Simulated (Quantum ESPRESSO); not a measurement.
# NaCl (Fm-3m) in Quantum ESPRESSO: further runs, part 2 of 3

Quantum ESPRESSO 7.5. Earlier steps stand in the parts before.

## 3. Dielectric tensor, BLYP

pw.in reads:

```
&CONTROL
  calculation = 'scf'
  prefix = 'pwscf'
  outdir = './tmp'
  pseudo_dir = './pseudo'
  tprnfor = .true.
  tstress = .true.
  disk_io = 'low'
/
&SYSTEM
  ibrav = 0
  nat = 2
  ntyp = 2
  ecutwfc = 45
  ecutrho = 360
  nbnd = 14
  input_dft = 'blyp'
  occupations = 'smearing'
  smearing = 'fd'
  degauss = 0.00367493
/
&ELECTRONS
  conv_thr = 4d-10
  electron_maxstep = 120
  mixing_beta = 0.5
/
ATOMIC_SPECIES
Cl    35.4500 cl_pbe_v1.4.uspp.F.UPF
Na    22.9898 na_pbe_v1.5.uspp.F.UPF
CELL_PARAMETERS angstrom
   0.0000000000    2.7940632177    2.7940632177
   2.7940632177    0.0000000000    2.7940632177
   2.7940632177    2.7940632177    0.0000000000
ATOMIC_POSITIONS crystal
Cl     0.5000000000    0.5000000000    0.5000000000
Na     0.0000000000    0.0000000000    0.0000000000
K_POINTS automatic
6 6 6 1 1 1
```

scf2.in reads:

```
&CONTROL
  calculation = 'scf'
  prefix = 'pwscf'
  outdir = './tmp'
  pseudo_dir = './pseudo'
  tprnfor = .true.
  tstress = .true.
  disk_io = 'low'
/
&SYSTEM
  ibrav = 0
  nat = 2
  ntyp = 2
  ecutwfc = 45
  ecutrho = 360
  nbnd = 14
  input_dft = 'blyp'
  occupations = 'fixed'
/
&ELECTRONS
  conv_thr = 1d-13
  electron_maxstep = 120
  mixing_beta = 0.5
  startingpot = 'file'
  startingwfc = 'file'
/
ATOMIC_SPECIES
Cl    35.4500 cl_pbe_v1.4.uspp.F.UPF
Na    22.9898 na_pbe_v1.5.uspp.F.UPF
CELL_PARAMETERS angstrom
   0.0000000000    2.7940632177    2.7940632177
   2.7940632177    0.0000000000    2.7940632177
   2.7940632177    2.7940632177    0.0000000000
ATOMIC_POSITIONS crystal
Cl     0.5000000000    0.5000000000    0.5000000000
Na     0.0000000000    0.0000000000    0.0000000000
K_POINTS automatic
6 6 6 1 1 1
```

ph.in reads:

```
dielectric of NaCl
&INPUTPH
  prefix = 'pwscf'
  outdir = './tmp'
  tr2_ph = 1d-18
  fildyn = 'dyn'
  niter_ph = 90
  alpha_mix(1) = 0.7
  epsil = .true.
  trans = .false.
  zeu = .true.
/
0.0000000000 0.0000000000 0.0000000000
```

Potentials or basis: GBRV 1.5 PBE.

Command:

```console
OMP_NUM_THREADS=1 pw.x -in pw.in > pw.out
OMP_NUM_THREADS=1 pw.x -in scf2.in > scf2.out
OMP_NUM_THREADS=1 ph.x -in ph.in > ph.out
```

pw.out:

```text
This program is part of the open-source Quantum ESPRESSO suite
     for quantum simulation of materials; please cite
         "P. Giannozzi et al., J. Phys.:Condens. Matter 21 395502 (2009);
         "P. Giannozzi et al., J. Phys.:Condens. Matter 29 465901 (2017);
         "P. Giannozzi et al., J. Chem. Phys. 152 154105 (2020);
     in publications or presentations arising from this work. More details at

     IMPORTANT: XC functional enforced from input :
     Exchange-correlation= BLYP
                           (   1   3   1   3   0   0   0)
     Any further DFT definition will be discarded
     Please, verify this is what you really want

     Message from routine setup:
     using ibrav=0 with symmetry is DISCOURAGED, use correct ibrav instead

     G-vector sticks info
     --------------------
     sticks:   dense  smooth     PW     G-vecs:    dense   smooth      PW
     Sum        1393     685    211                34015    12039    2109

     Using Slab Decomposition

     bravais-lattice index     =            0
     lattice parameter (alat)  =       7.4671  a.u.
     unit-cell volume          =     294.3983 (a.u.)^3
     number of atoms/cell      =            2
     number of atomic types    =            2
     number of electrons       =        16.00
     number of Kohn-Sham states=           14
     kinetic-energy cutoff     =      45.0000  Ry
     charge density cutoff     =     360.0000  Ry
     scf convergence threshold =      4.0E-10
     mixing beta               =       0.5000
     number of iterations used =            8  plain     mixing
     Exchange-correlation= BLYP
                           (   1   3   1   3   0   0   0)

     celldm(1)=   7.467068  celldm(2)=   0.000000  celldm(3)=   0.000000
     celldm(4)=   0.000000  celldm(5)=   0.000000  celldm(6)=   0.000000

     crystal axes: (cart. coord. in units of alat)
               a(1) = (   0.000000   0.707107   0.707107 )
               a(2) = (   0.707107   0.000000   0.707107 )
               a(3) = (   0.707107   0.707107   0.000000 )

     reciprocal axes: (cart. coord. in units 2 pi/alat)
               b(1) = ( -0.707107  0.707107  0.707107 )
               b(2) = (  0.707107 -0.707107  0.707107 )
               b(3) = (  0.707107  0.707107 -0.707107 )

     PseudoPot. # 1 for Cl read from file:
     cl_pbe_v1.4.uspp.F.UPF
     Pseudo is Ultrasoft + core correction, Zval =  7.0
     Generated by new atomic code, or converted to UPF format
     Using radial grid of  909 points,  6 beta functions with:
                l(1) =   0
                l(2) =   0
                l(3) =   1
                l(4) =   1
                l(5) =   2
                l(6) =   2
     Q(r) pseudized with  8 coefficients,  rinner =    1.300   1.300   1.300
                                                       1.300   1.300

     PseudoPot. # 2 for Na read from file:
     na_pbe_v1.5.uspp.F.UPF
     Pseudo is Ultrasoft, Zval =  9.0
     Generated by new atomic code, or converted to UPF format
     Using radial grid of  819 points,  5 beta functions with:
                l(1) =   0
                l(2) =   0
                l(3) =   1
                l(4) =   1
                l(5) =   2
     Q(r) pseudized with  8 coefficients,  rinner =    1.250   1.250   1.250
                                                       1.250   1.250

     atomic species   valence    mass     pseudopotential
     Cl                7.00    35.45000     Cl( 1.00)
     Na                9.00    22.98980     Na( 1.00)

     48 Sym. Ops., with inversion, found

   Cartesian axes

     site n.     atom                  positions (alat units)
         1        Cl     tau(   1) = (   0.7071068   0.7071068   0.7071068  )
         2        Na     tau(   2) = (   0.0000000   0.0000000   0.0000000  )

     number of k points=    28  Fermi-Dirac smearing, width (Ry)=  0.0037
                       cart. coord. in units 2pi/alat
        k(    1) = (   0.0589256   0.0589256   0.0589256), wk =   0.0185185
        k(    2) = (   0.1767767   0.1767767  -0.0589256), wk =   0.0555556
        k(    3) = (   0.2946278   0.2946278  -0.1767767), wk =   0.0555556
        k(    4) = (  -0.2946278  -0.2946278   0.4124790), wk =   0.0555556
        k(    5) = (  -0.1767767  -0.1767767   0.2946278), wk =   0.0555556
        k(    6) = (  -0.0589256  -0.0589256   0.1767767), wk =   0.0555556
[... 20 lines left out ...]
        k(   27) = (   0.2946278   0.2946278   0.2946278), wk =   0.0185185
        k(   28) = (  -0.2946278  -0.2946278   0.8838835), wk =   0.0555556

     Dense  grid:    34015 G-vectors     FFT dimensions: (  45,  45,  45)

     Smooth grid:    12039 G-vectors     FFT dimensions: (  32,  32,  32)

     Initial potential from superposition of free atoms

     starting charge      15.9937, renormalised to      16.0000

     negative rho (up, down):  1.459E-02 0.000E+00
     Starting wfcs are    9 randomized atomic wfcs +    5 random wfcs

     Self-consistent Calculation

     iteration #  1     ecut=    45.00 Ry     beta= 0.50
     Davidson diagonalization with overlap
     ethr =  1.00E-02,  avg # of iterations =  7.4

     Threshold (ethr) on eigenvalues was too large:
     Diagonalizing with lowered threshold

     Davidson diagonalization with overlap
     ethr =  3.38E-04,  avg # of iterations =  2.2

     negative rho (up, down):  1.499E-02 0.000E+00
[... 67 lines left out ...]
     iteration #  9     ecut=    45.00 Ry     beta= 0.50
     Davidson diagonalization with overlap
     ethr =  3.75E-12,  avg # of iterations =  2.1

     negative rho (up, down):  1.434E-02 0.000E+00

     End of self-consistent calculation

          k = 0.0589 0.0589 0.0589 (  1462 PWs)   bands (ev):

   -47.5790 -19.5224 -19.5204 -19.5204 -11.1863   1.3308   1.4933   1.4933
     6.9963  12.3354  12.6760  12.6760  14.5043  14.5043

          k = 0.1768 0.1768-0.0589 (  1488 PWs)   bands (ev):

   -47.5787 -19.5315 -19.5225 -19.5206 -11.0790   0.6718   1.3150   1.4300
     7.9807  11.6378  12.8446  13.0432  13.8868  14.8648

          k = 0.2946 0.2946-0.1768 (  1495 PWs)   bands (ev):

   -47.5783 -19.5461 -19.5238 -19.5219 -10.9069  -0.1731   1.1572   1.2864
     8.9784  11.7738  12.3656  12.7079  15.2925  16.5091

          k =-0.2946-0.2946 0.4125 (  1501 PWs)   bands (ev):
[... 16 lines left out ...]
   -47.5786 -19.5324 -19.5234 -19.5231 -11.0353   0.5517   1.2617   1.2630
     8.3975  11.0894  12.6538  13.4768  13.7728  15.2539

          k = 0.4125 0.1768-0.0589 (  1501 PWs)   bands (ev):

   -47.5782 -19.5404 -19.5271 -19.5242 -10.9045   0.0677   0.9556   1.1484
     9.4467  10.8067  11.7896  13.7232  14.7175  16.6619

          k =-0.1768-0.4125 0.5303 (  1506 PWs)   bands (ev):
[... 6 lines left out ...]
   -47.5781 -19.5432 -19.5293 -19.5233 -10.8624  -0.0469   0.7515   1.1823
     9.8700  11.2819  11.4603  13.3608  14.9590  17.6163

          k = 0.0589-0.1768 0.2946 (  1502 PWs)   bands (ev):

   -47.5785 -19.5368 -19.5246 -19.5217 -10.9949   0.3220   1.1495   1.3248
     8.7031  11.2438  12.4221  13.3083  13.9901  15.6644

          k = 0.5303 0.0589 0.0589 (  1506 PWs)   bands (ev):
[... 6 lines left out ...]
   -47.5779 -19.5405 -19.5322 -19.5288 -10.7940  -0.0615   0.6288   0.8821
     9.5907  10.2530  12.4558  14.3695  16.1495  17.7392

          k = 0.0589-0.4125 0.5303 (  1509 PWs)   bands (ev):

   -47.5779 -19.5414 -19.5341 -19.5260 -10.7972   0.0322   0.3828   1.0154
    10.2710  10.8835  11.7888  13.5724  15.6398  16.4529

          k = 0.1768-0.2946 0.4125 (  1502 PWs)   bands (ev):

   -47.5781 -19.5477 -19.5258 -19.5233 -10.8536  -0.2725   0.9835   1.1890
     9.4051  11.6102  12.0231  12.9050  15.8170  17.5072

          k =-0.6482 0.0589 0.0589 (  1509 PWs)   bands (ev):

   -47.5779 -19.5417 -19.5300 -19.5287 -10.8022  -0.1644   0.8207   0.9107
     9.1681   9.7993  12.9271  15.5576  16.1325  17.2821

          k =-0.5303 0.1768-0.0589 (  1503 PWs)   bands (ev):

   -47.5780 -19.5414 -19.5297 -19.5271 -10.8326  -0.0477   0.7663   0.9791
     9.7186  10.4503  11.8441  14.2131  15.5679  17.5127

          k =-0.4125 0.0589 0.0589 (  1499 PWs)   bands (ev):

   -47.5783 -19.5375 -19.5258 -19.5257 -10.9320   0.1813   1.0743   1.1077
     9.1484  10.4683  12.0755  14.1595  14.5534  15.9113

          k = 0.1768 0.1768 0.1768 (  1489 PWs)   bands (ev):
[... 31 lines left out ...]
   -47.5779 -19.5386 -19.5344 -19.5294 -10.7858   0.1151   0.4021   0.8175
    10.2486  10.9116  11.6991  13.3304  16.3877  17.4058

          k =-0.7660 0.1768 0.1768 (  1505 PWs)   bands (ev):

   -47.5779 -19.5402 -19.5348 -19.5267 -10.7929   0.0087   0.4151   1.0001
     9.7757  10.6628  12.2190  14.2018  15.3246  16.9846

          k = 0.2946 0.2946 0.2946 (  1486 PWs)   bands (ev):
[... 6 lines left out ...]
   -47.5781 -19.5483 -19.5272 -19.5235 -10.8286  -0.3060   0.8638   1.1702
     9.5950  11.4412  12.1684  12.9409  16.4569  16.6416

     the Fermi energy is     5.8045 ev

!    total energy              =    -128.83642686 Ry
     estimated scf accuracy    <          1.2E-10 Ry
     smearing contrib. (-TS)   =      -0.00000000 Ry
     internal energy E=F+TS    =    -128.83642686 Ry

     The total energy is F=E-TS. E is the sum of the following terms:
     one-electron contribution =     -80.59282764 Ry
     hartree contribution      =      45.04562410 Ry
     xc contribution           =     -23.84448534 Ry
     ewald contribution        =     -69.44473798 Ry

     convergence has been achieved in   9 iterations

     negative rho (up, down):  1.434E-02 0.000E+00

     Forces acting on atoms (cartesian axes, Ry/au):

     atom    1 type  1   force =    -0.00000000   -0.00000000   -0.00000000
     atom    2 type  2   force =     0.00000000    0.00000000    0.00000000

     Total force =     0.000000     Total SCF correction =     0.000000

     Computing stress (Cartesian axis) and pressure

     negative rho (up, down):  1.434E-02 0.000E+00
          total   stress  (Ry/bohr**3)                   (kbar)     P=       26.27
   0.00017860   0.00000000   0.00000000           26.27        0.00        0.00
   0.00000000   0.00017860   0.00000000            0.00       26.27        0.00
   0.00000000   0.00000000   0.00017860            0.00        0.00       26.27

=------------------------------------------------------------------------------=
   JOB DONE.
=------------------------------------------------------------------------------=
```

It took 93 s on 1 thread of Intel Xeon Platinum 8259CL at 2.50GHz (Skylake/Cascade Lake), shared host; peak memory 0.16 GiB.

Results:

| Quantity | Value |
| --- | --- |
| Free energy | -1752.9089 eV |
| Pressure | 2.6 GPa |
| Electronic dielectric tensor (diagonal) | 2.51 |
| Born charges (mean of the diagonal) | Cl -1.09; Na +1.09 e |

Levels at points of the mesh, in eV from the valence-band top:
```
           k point  band 6  band 7  band 8  band 9  band 10  band 11
(0.08, 0.08, 0.08)   -0.16    0.00    0.00    5.50    10.84    11.18
```

Electronic dielectric tensor:
```
2.51 0.00 0.00
0.00 2.51 0.00
0.00 0.00 2.51
```

Born effective charge tensors (e):
atom 1, Cl
```
-1.09  0.00  0.00
 0.00 -1.09  0.00
 0.00  0.00 -1.09
```
atom 2, Na
```
1.09 0.00 0.00
0.00 1.09 0.00
0.00 0.00 1.09
```

Caveat: the potentials were made for another functional, which shifts forces and pressure.

## 4. Dielectric tensor, AM05

pw.in, as its differences from that of step 3:

```diff
@@ -16,3 +16,3 @@
   nbnd = 14
-  input_dft = 'blyp'
+  input_dft = 'XC-000I-000I-120L-135L-000I-000I'
   occupations = 'smearing'
```

scf2.in, as its differences from that of step 3:

```diff
@@ -16,3 +16,3 @@
   nbnd = 14
-  input_dft = 'blyp'
+  input_dft = 'XC-000I-000I-120L-135L-000I-000I'
   occupations = 'fixed'
```

ph.in is that of step 3.

Potentials or basis: GBRV 1.5 PBE.

Command:

```console
OMP_NUM_THREADS=1 pw.x -in pw.in > pw.out
OMP_NUM_THREADS=1 pw.x -in scf2.in > scf2.out
OMP_NUM_THREADS=1 ph.x -in ph.in > ph.out
```

pw.out:

```text
This program is part of the open-source Quantum ESPRESSO suite
     for quantum simulation of materials; please cite
         "P. Giannozzi et al., J. Phys.:Condens. Matter 21 395502 (2009);
         "P. Giannozzi et al., J. Phys.:Condens. Matter 29 465901 (2017);
         "P. Giannozzi et al., J. Chem. Phys. 152 154105 (2020);
     in publications or presentations arising from this work. More details at

     IMPORTANT: XC functional enforced from input :
     Exchange-correlation= XC-000I-000I-120L-135L-000I-000I
                           (   0   0 120 135   0   0   0)
     Any further DFT definition will be discarded
     Please, verify this is what you really want

     Message from routine setup:
     using ibrav=0 with symmetry is DISCOURAGED, use correct ibrav instead

     G-vector sticks info
     --------------------
     sticks:   dense  smooth     PW     G-vecs:    dense   smooth      PW
     Sum        1393     685    211                34015    12039    2109

     Using Slab Decomposition

     bravais-lattice index     =            0
     lattice parameter (alat)  =       7.4671  a.u.
     unit-cell volume          =     294.3983 (a.u.)^3
     number of atoms/cell      =            2
     number of atomic types    =            2
     number of electrons       =        16.00
     number of Kohn-Sham states=           14
     kinetic-energy cutoff     =      45.0000  Ry
     charge density cutoff     =     360.0000  Ry
[... 113 lines left out ...]
     Davidson diagonalization with overlap
     ethr =  1.00E-02,  avg # of iterations =  7.7

     Threshold (ethr) on eigenvalues was too large:
     Diagonalizing with lowered threshold

     Davidson diagonalization with overlap
     ethr =  2.98E-04,  avg # of iterations =  2.0

     negative rho (up, down):  1.495E-02 0.000E+00
[... 67 lines left out ...]
     iteration #  9     ecut=    45.00 Ry     beta= 0.50
     Davidson diagonalization with overlap
     ethr =  5.14E-12,  avg # of iterations =  2.1

     negative rho (up, down):  1.441E-02 0.000E+00

     End of self-consistent calculation

          k = 0.0589 0.0589 0.0589 (  1462 PWs)   bands (ev):

   -47.4540 -19.3708 -19.3686 -19.3686 -11.4551   1.0676   1.2320   1.2320
     6.6839  12.0139  12.3830  12.3830  14.2704  14.2704
[... 73 lines left out ...]
   -47.4528 -19.3913 -19.3788 -19.3774 -11.0678  -0.4493   0.5558   0.6466
     8.9945   9.3894  12.5181  15.3284  15.8857  17.0519

          k =-0.5303 0.1768-0.0589 (  1503 PWs)   bands (ev):

   -47.4529 -19.3910 -19.3785 -19.3757 -11.0980  -0.3273   0.4979   0.7153
     9.4881  10.0741  11.4988  13.9704  15.3027  17.2768

          k =-0.4125 0.0589 0.0589 (  1499 PWs)   bands (ev):
[... 51 lines left out ...]
   -47.4530 -19.3986 -19.3758 -19.3719 -11.0933  -0.5814   0.5943   0.9064
     9.2125  11.2612  11.7938  12.7035  16.2018  16.3787

     the Fermi energy is     3.7342 ev

!    total energy              =    -128.41706643 Ry
     estimated scf accuracy    <          4.1E-11 Ry
     smearing contrib. (-TS)   =       0.00000000 Ry
     internal energy E=F+TS    =    -128.41706643 Ry

     The total energy is F=E-TS. E is the sum of the following terms:
     one-electron contribution =     -80.45735361 Ry
     hartree contribution      =      44.87523793 Ry
     xc contribution           =     -23.39021278 Ry
     ewald contribution        =     -69.44473798 Ry

     convergence has been achieved in   9 iterations

     negative rho (up, down):  1.441E-02 0.000E+00

     Forces acting on atoms (cartesian axes, Ry/au):

     atom    1 type  1   force =     0.00000000   -0.00000000   -0.00000000
     atom    2 type  2   force =    -0.00000000   -0.00000000    0.00000000

     Total force =     0.000000     Total SCF correction =     0.000000

     Computing stress (Cartesian axis) and pressure

     negative rho (up, down):  1.441E-02 0.000E+00
          total   stress  (Ry/bohr**3)                   (kbar)     P=       12.94
   0.00008794   0.00000000   0.00000000           12.94        0.00        0.00
   0.00000000   0.00008794   0.00000000            0.00       12.94        0.00
   0.00000000   0.00000000   0.00008794            0.00        0.00       12.94

=------------------------------------------------------------------------------=
   JOB DONE.
=------------------------------------------------------------------------------=
```

ph.out:

```text
This program is part of the open-source Quantum ESPRESSO suite
     for quantum simulation of materials; please cite
         "P. Giannozzi et al., J. Phys.:Condens. Matter 21 395502 (2009);
         "P. Giannozzi et al., J. Phys.:Condens. Matter 29 465901 (2017);
         "P. Giannozzi et al., J. Chem. Phys. 152 154105 (2020);
     in publications or presentations arising from this work. More details at

     WARNING: libxc functional with ID  120 depends
[... 203 lines left out ...]
      E*z (       -0.00000        0.00000        1.09532 )

     INITIALIZATION:

     DIELECTRIC CONSTANT AND EFFECTIVE CHARGES:

      Additional routines

=------------------------------------------------------------------------------=
   JOB DONE.
=------------------------------------------------------------------------------=
```

It took 90 s on 1 thread of Intel Xeon Platinum 8259CL at 2.50GHz (Skylake/Cascade Lake), shared host; peak memory 0.16 GiB.

What came out:

```
Free energy                             : -1747.2032 eV
Pressure                                : 1.3 GPa
Electronic dielectric tensor (diagonal) : 2.54
Born charges (mean of the diagonal)     : Cl -1.10; Na +1.10 e
```

Levels at points of the mesh, in eV from the valence-band top:
| k point | band 4 | band 5 | band 6 | band 7 | band 8 | band 9 | band 10 | band 11 | band 12 | band 13 |
| --- | --- | --- | --- | --- | --- | --- | --- | --- | --- | --- |
| (0.08, 0.08, 0.08) | -20.60 | -12.69 | -0.16 | 0.00 | 0.00 | 5.45 | 10.78 | 11.15 | 11.15 | 13.04 |

Electronic dielectric tensor:
```
2.54 0.00 0.00
0.00 2.54 0.00
0.00 0.00 2.54
```

Born effective charge tensors (e):
atom 1, Cl
```
-1.10  0.00  0.00
 0.00 -1.10  0.00
 0.00  0.00 -1.10
```
atom 2, Na
```
1.10 0.00 0.00
0.00 1.10 0.00
0.00 0.00 1.10
```

Caveat: the potentials were made for another functional, which shifts forces and pressure.

(Continued in part 3 of 3.)
